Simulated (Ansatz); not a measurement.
# Pt (sc type): how the settings move a single-point run

How sensitive is a single-point run of Pt (sc type) to its settings? A reference run comes first, then one run with altered input.

Program: Ansatz 0.2.0. Level of theory: reference: DFT, PBE, norm-conserving pseudopotentials, Ansatz's default files, scalar-relativistic. These are calculated values, not measurements.

## (1) The structure to begin with

Symmetry: Pm-3m, No. 221, cubic system. Conventional cell: a = 1.981 Å, b = 1.981 Å, c = 1.981 Å, α = 90.00°, β = 90.00°, γ = 90.00°. Around Pt (site symmetry m-3m) lie 6 Pt at 1.98 Å.

As a file:

```
CELL_PARAMETERS angstrom
1.98082 0.00000 0.00000
0.00000 1.98082 0.00000
0.00000 0.00000 1.98082
ATOMIC_POSITIONS crystal
Pt 0.00000 0.00000 0.00000
```

## (2) The reference run

input.yaml reads:

```yaml
crystal:
  lattice:
    - [1.980819593, 0.0, 0.0]
    - [0.0, 1.980819593, 0.0]
    - [0.0, 0.0, 1.980819593]
  atoms:
    - { symbol: Pt, position: [0.0, 0.0, 0.0] }
kpoints:
  mp_grid: { grid: [16, 16, 16] }
scf:
  occupations: { method: fermi_dirac, width: 0.05 }
hamiltonian:
  xc: pbe
  pseudopotentials: { kind: nc }
output:
  forces: true
  stress: true
  eigenvalues: true
```

Launch:

```sh
$ ansatz run input.yaml --threads 1 --pin off --max-ram 2048MiB --backend cpu --events-out ev --progress --plain --runs-dir out
```

The main lines of its log:

```text
[...]
Basis set: ecut = 1142.878222 eV, 691 PW (Γ), exchange–correlation on 48×48×48 points (8 copies of the dense FFT grid, shifted against one another)
[...]
k-points: 165 of 4096
[...]
SCF iter   1: F=—  HF=-3531.389744 eV  |F-HF|=—  |Δ(HF+E_count)|=         —  Δρ=5.74e-2  dr2=3.94e-2  ethr=3.10e-3  ⟨swp⟩=6.8  Hψ=14714  notcnv=0
preconditioner: auto → none  [metal: Δε(μ)=0.084 eV  Ē_g=24.283 eV  σ=0.050 eV  W_gap=0.38  n_scr=0 (ndim 8)  ℏωp=42.1 eV  f_vac=0.000  D(μ)=0.45/eV (n_scr^D=6)]
SCF iter   2: F=—  HF=-3531.382806 eV  |F-HF|=—  |Δ(HF+E_count)|=   6.94e-3  Δρ=2.59e-2  dr2=6.93e-3  ethr=2.19e-4  ⟨swp⟩=3.0  Hψ=5397  notcnv=0  defer=41
[...]
SCF iter   5: F=—  HF=-3531.382636 eV  |F-HF|=—  |Δ(HF+E_count)|=   2.56e-7  Δρ=5.77e-5  dr2=4.67e-8  ethr=5.56e-10  ⟨swp⟩=6.9  Hψ=14185  notcnv=0
SCF iter   6: F=-3531.382636 eV  HF=-3531.382636 eV  |F-HF|=1.81e-10  |Δ(HF+E_count)|=   1.65e-8  Δρ=4.66e-6  dr2=4.11e-10  ethr=2.59e-10  ⟨swp⟩=2.8  Hψ=8238  notcnv=0
[...]
SCF converged after 6 iterations
Free energy (F): -3531.382636 eV
[...]
E sigma→0 (E₀):  -3531.380773 eV
[...]
Fermi energy:    53.066146 eV
[...]
  P = ⅓ Tr σ = 1301.9107 GPa (13019.107 kbar)
[...]
```

It took 4.5 s on 1 thread of Arm Neoverse V1, shared host; peak memory 0.26 GiB.

## (3) Variant: scf.algorithm direct_min

Edit input.yaml of step 2 so:

```diff
@@ -11,2 +11,3 @@
   occupations: { method: fermi_dirac, width: 0.05 }
+  algorithm: direct_min
 hamiltonian:
```

Launch:

```sh
$ ansatz run input.yaml --threads 1 --pin off --max-ram 2048MiB --backend cpu --events-out ev --progress --plain --runs-dir out
```

Log:

```text
Engine: ansatz 0.2.0
Pseudopotentials: kind: nc
Pseudopotential: Pt, nc, valence charge 18, recommended cutoff 1142.878222 eV (normal), Pt.nc.azcp
Functional definition: PBE
  parameter kappa = 0.804
  parameter beta = 0.06672455060314922
  exchange = pbe_x(kappa = kappa, mu = beta*pi^2/3)
  correlation = pbe_c(beta = beta)
Crystal: 1 atoms, lattice volume = 7.772 Å³
Basis set: ecut = 1142.878222 eV, 691 PW (Γ), exchange–correlation on 48×48×48 points (8 copies of the dense FFT grid, shifted against one another)
Bands: 13, of which v1, the nominal top of the filled ones, is band 9 counted from 1 (8 counted from 0)
Symmetry: 48 space group operations
Space group: Pm-3m (ITA 221), of the structure as read, at distance tolerance 2.0e-5 Å
k-points: 165 of 4096
Non-local potential: Pt, projectors of the file, l = 0: 2, l = 1: 2, l = 2: 2, l = 3: 2
Initial density: superposition of atomic densities (chi_scale 0.1, normalization cell)
Initial wavefunctions: pseudopotential atomic-orbital guess
Functional: x = pbe(κ = 0.804, μ = 0.2195149727645171), c = pbe(β = 0.06672455060314922)
iter 1 solved again at ethr=2.22e-4 eV; its pass at ethr=1.00e-1 eV (dr2=4.00e-2 eV) is discarded
SCF iter   1: F=—  HF=-3531.391169 eV  |F-HF|=—  |Δ(HF+E_count)|=         —  Δρ=5.73e-2  dr2=3.92e-2  ethr=2.22e-4  ⟨swp⟩=4.6  Hψ=14005  notcnv=0
preconditioner: auto → none  [metal: Δε(μ)=0.084 eV  Ē_g=24.283 eV  σ=0.050 eV  W_gap=0.38  n_scr=0 (ndim 8)  ℏωp=42.1 eV  f_vac=0.000  D(μ)=0.45/eV (n_scr^D=6)]
iter 2 solved again at ethr=1.33e-5 eV; its pass at ethr=2.18e-4 eV (dr2=2.39e-3 eV) is discarded
SCF iter   2: F=—  HF=-3531.383863 eV  |F-HF|=—  |Δ(HF+E_count)|=   7.31e-3  Δρ=8.23e-3  dr2=2.39e-3  ethr=1.33e-5  ⟨swp⟩=2.1  Hψ=9628  notcnv=0  defer=2
SCF iter   3: F=—  HF=-3531.382634 eV  |F-HF|=—  |Δ(HF+E_count)|=   1.23e-3  Δρ=4.09e-4  dr2=3.42e-6  ethr=1.33e-5  ⟨swp⟩=2.0  Hψ=3799  notcnv=0
SCF iter   4: F=—  HF=-3531.382636 eV  |F-HF|=—  |Δ(HF+E_count)|=   1.61e-6  Δρ=6.93e-5  dr2=4.59e-8  ethr=1.90e-8  ⟨swp⟩=4.0  Hψ=5757  notcnv=0
SCF iter   5: F=-3531.382636 eV  HF=-3531.382636 eV  |F-HF|=1.32e-9  |Δ(HF+E_count)|=   5.17e-9  Δρ=6.19e-6  dr2=1.54e-9  ethr=2.55e-10  ⟨swp⟩=3.0  Hψ=4267  notcnv=0  defer=1
the search or the solves at the SCF's close seem to have found levels that the self-consistency loop had missed (the run counts 1). By its estimate they hold under 1e-12 electrons; where the run keeps them, the occupations were computed again with them
SCF 1 converged in 5 iterations: F = -3531.382636 eV  dr2 = 1.54e-9
  Residual-converged pass: ⟨swp⟩=3.4  Hψ=5075  notcnv=0  max |occ|·‖R‖ = 6.6e-6 eV (tolerance 6.7e-6 eV)  dr2=1.53e-9  max |Δocc| = 1.2e-10
SCF converged after 5 iterations
Stability not checked: this state was not tested for a lower state beside it, because a direct minimisation reached the state, and no test of it is asked (direct_minimisation; see scf.lower_state_search)
Free energy (F): -3531.382636 eV
Harris-Foulkes:  -3531.382636 eV  (|F-HF|=1.32e-9)
Internal energy: -3531.378911 eV  (E = F + TS)
E sigma→0 (E₀):  -3531.380773 eV
Entropy (-TS):   -0.003725 eV (-3.725 meV/atom)
Fermi energy:    53.066171 eV
--- Per-component energies (eV) ---
  E_band       = 302.075568
  E_kinetic    = 1098.558680
  E_local      = -1164.099153  (includes V_loc(G=0)·N_el)
  E_nonlocal   = 228.686077
  E_hartree    = 315.972071
  E_xc         = -669.109702
  E_vxc        = -493.015479  (∫ρ·V_xc dr)
  E_ewald      = -3341.386884
  E_smearing   = -0.003725  (= −TS)
  E_closure    = 0.000000  (closes the sum)
  Σ components = -3531.382636   (vs F -3531.382636, Δ=0.00e0)
--- Forces (eV/Å), atoms counted from 1 ---
  atom   1  Pt    -0.00000000    -0.00000000     0.00000000
  max |Σ_I F_I| component: 6.84e-30 eV/Å
--- Stress (GPa, compression-positive) ---
     1301.912076       0.000000       0.000000
        0.000000    1301.912076       0.000000
        0.000000       0.000000    1301.912076
  P = ⅓ Tr σ = 1301.9121 GPa (13019.121 kbar)
--- Band table (eV; the first three rows and the last of 165) ---
  k-point 0: bands = ["-51.0126", "-2.5686", "-2.5686", "-2.5686", "34.1363", "34.6570", "34.6570", "54.4154", "54.4154", "54.4154", "71.9837", "71.9837", "71.9837"]
  k-point 1: bands = ["-50.9843", "-2.8485", "-2.5457", "-2.5457", "34.3534", "34.7222", "35.1394", "53.8810", "53.8810", "54.4524", "70.8060", "72.5624", "72.5624"]
  k-point 2: bands = ["-50.9030", "-3.6139", "-2.4803", "-2.4803", "34.7419", "34.9111", "36.7480", "52.5294", "52.5294", "54.5589", "68.3069", "73.9925", "73.9925"]
  k-point 164: bands = ["-48.7374", "-6.7692", "-6.7692", "-6.7692", "35.5766", "35.5766", "35.5766", "54.5775", "61.3788", "61.3788", "74.1054", "74.1054", "74.1054"]
```

Wall time 10 s (1 thread of Arm Neoverse V1, shared host); peak memory 0.35 GiB.

With the changed solver the energy agrees within 0.5 meV/atom. Cost: 5 SCF cycles against 6, 10 s against 4.5 s.

## (4) Side by side

```tsv
run	ending	energy change	pressure (GPa)	gap (eV)	force (eV/Å)	cycles	time
reference	converged	0	1301.9	0.00	0.00	6	4.5 s
1: scf.algorithm direct_min	converged	0.0 meV/atom	1301.9	0.00	0.00	5	10 s
```

Residual by cycle in the longest SCF loop of each run; runs are numbered as in the table. The quantity is the density residual dr2, in eV.

```tsv
cycle	reference	run 1
1	0.0394	0.0392
2	0.00693	0.00239
3	2.2e-4	3.4e-6
4	2.9e-6	4.6e-8
5	4.7e-8	1.5e-9
6	4.1e-10	-
```

**Reading.** Same state: the changed solver leaves the energy within 0.5 meV/atom. Cost: 5 SCF cycles against 6, 10 s against 4.5 s. The structure is not at rest: the sound run finds 1302 GPa, so these are no properties of the relaxed crystal. 
